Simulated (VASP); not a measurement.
Write the native input for VASP 6.6.1 that does the following.

| Item | Value |
| --- | --- |
| Task | single point |
| Functional | PBE |
| Potentials or basis | VASP PAW PBE potentials, release 64 (Ge_d, Fe) |
| Cutoff | 520 eV |
| k mesh | 6 × 6 × 7 |
| Occupations | fermi-dirac, width 0.05 eV |
| Spin | collinear spin, ferromagnetic start |
| Starting moments | [0.0, 0.0, 0.0, 4.5, 4.5, 4.5] μB |
| Further INCAR settings | ALGO = Normal; EDIFF = 1e-06; NBANDS = 46 |

The structure of FeGe lies in POSCAR:

```
FeGe
1.0
    4.9976023358      0.0000000000      0.0000000000
   -2.4988011679      4.3280505808      0.0000000000
    0.0000000000      0.0000000000      4.1157613500
Ge Fe
3 3
Direct
    0.6666666667      0.3333333333      0.5000000000
    0.3333333333      0.6666666667      0.5000000000
    0.0000000000      0.0000000000      0.0000000000
    0.0000000000      0.5000000000      0.0000000000
    0.5000000000      0.5000000000      0.0000000000
    0.5000000000      0.0000000000      0.0000000000
```

The cell is a database's computed one.

The input as run:

INCAR

```
ALGO     = Normal         # electronic algorithm
EDIFF    = 1E-6           # SCF threshold, eV
ENCUT    = 520            # plane-wave cutoff, eV
GGA      = PE             # functional
ISIF     = 2              # what is computed and relaxed
ISMEAR   = -1             # smearing method
ISPIN    = 2              # spin polarisation
LASPH    = T              # aspherical terms in the spheres
LCHARG   = F              # write CHGCAR
LMAXMIX  = 4              # l up to which the mixer works
LORBIT   = 11             # projections on sites
LREAL    = F              # projectors in reciprocal space
LWAVE    = F              # write WAVECAR
MAGMOM   = 0 0 0 4.5 4.5 4.5 # initial moments
NBANDS   = 46             # bands
NELM     = 150            # most SCF steps
PREC     = Accurate       # precision mode
SIGMA    = 0.05           # smearing width, eV
```

KPOINTS

```
k-points
0
Gamma
  6 6 7
```

Potentials or basis: VASP PAW PBE potentials, release 64 (Ge_d, Fe).

Launch:

```bash
$ cat potpaw_PBE.64/Ge_d/POTCAR potpaw_PBE.64/Fe/POTCAR > POTCAR
$ mpirun -np 1 vasp_std > vasp.out
```

Results of the run:

- Pressure: -3.9 GPa
- Band gap on the k mesh: none (metal or under the smearing width)
- Net moment: 4.31 μB per cell
- Site moments: Ge -0.06, -0.09; Fe +1.52 μB
- Valence electrons inside the program's atomic spheres: Ge 12.36, 12.32; Fe 7.36

Caveat: the moment fell far below its start of 4.5 μB, so a state of higher moment may lie lower in energy.

It took 97 s on 1 thread of Intel(R) Xeon(R) 6975P-C (Granite Rapids) (shared host), peak memory 0.34 GiB.
